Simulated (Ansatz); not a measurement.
Be2C (Fm-3m) from a database of computed structures, relaxed with r2SCAN. It is cubic, Fm-3m (No. 225); conventional cell a = 4.321 Å, 6.72 Å³ an atom. Be is surrounded by 4 C at 1.87 Å; C is surrounded by 8 Be at 1.87 Å.

```yaml
crystal:
  lattice:
    - [0.00000, 2.16049, 2.16049]
    - [2.16049, 0.00000, 2.16049]
    - [2.16049, 2.16049, 0.00000]
  atoms:
    - { symbol: Be, position: [0.75000, 0.75000, 0.75000] }
    - { symbol: Be, position: [0.25000, 0.25000, 0.25000] }
    - { symbol: C, position: [0.00000, 0.00000, 0.00000] }
```

The questions ask for values computed with Ansatz 0.2.0 on this geometry. The values are computed, spin-unpolarised, and not measurements.

Given (10×10×10 mesh): The PBE gap is indirect, 1.17 eV (Γ to X), below the direct gap of 4.15 eV at Γ.

Question: How does the gap change from PBE to r2SCAN (10×10×10)?

Answer: The r2SCAN gap is indirect, 1.53 eV (Γ to X), below the direct gap of 4.65 eV at Γ. The gap differs by +0.36 eV from PBE's.

Question: How does the gap change from PBE to PBE0 (8×8×8)?

Answer: The PBE0 gap is indirect, 2.60 eV (Γ to X), below the direct gap of 5.83 eV at Γ. The gap differs by +1.43 eV from PBE's.

Question: How does the gap change from PBE to Hartree-Fock (8×8×8)?

Answer: The Hartree-Fock gap is indirect, 7.86 eV (Γ to X), below the direct gap of 11.56 eV at Γ. The gap differs by +6.69 eV from PBE's.

Question: What does G0W0@PBE with 149 empty bands, a screening cutoff of 220 eV and a 6×6×6 mesh give?

Answer: 2.00 eV (the shift on the mesh added to PBE's least gap). Over the mesh points the PBE gap of 1.17 eV becomes a quasiparticle gap of 2.00 eV (Γ to X), a change of +0.83 eV. Renormalisation factors Z lie between 0.77 and 0.82. G0W0 values are finite-basis, finite-mesh values.

Question: What are ε∞ and the Born charges with PBE?

Answer: The electronic dielectric tensor ε∞ is 6.97 in all directions. Born charges, averaged over directions: Be +1.54, C -3.08 e.

Question: Relaxed again with PBEsol, is the cell stable at the zone centre, and where do its optical modes lie?

Answer: All optical modes at Γ are real, from 654 to 708 cm⁻¹ without the longitudinal term; this says nothing of other wave vectors. With the long-range field the highest mode reaches 940 cm⁻¹. By the program's warning the force constants, and with them frequencies and ε⁰, aren't converged on this mesh.

Question: Going by these computed values, what does each step up buy?

Answer: Set against the finite-basis gap of 2.00 eV from G0W0@PBE (149 empty bands, 220 eV, 6×6×6), the closest functional is DDH-PBE0, which differs by -0.02 eV, at about 23 times r2SCAN's cost; G0W0 itself took about 20 times r2SCAN's cost. The others: HSE06 -0.09, r2SCAN -0.47, PBE0 +0.60, r2SCAN0 +0.81, LDA -0.81, PBE -0.83, Hartree-Fock +5.86 eV. The yardstick still moved by +0.14 eV in its last step of bands and cutoff, so this order can change. r2SCAN covers 48 % of the step from PBE to HSE06, while HSE06 needs about 21 times r2SCAN's cost (on a coarser mesh). Among these functionals the gap stays indirect.

The meshes of the hybrids are coarse, so their gaps aren't converged to the digits shown.
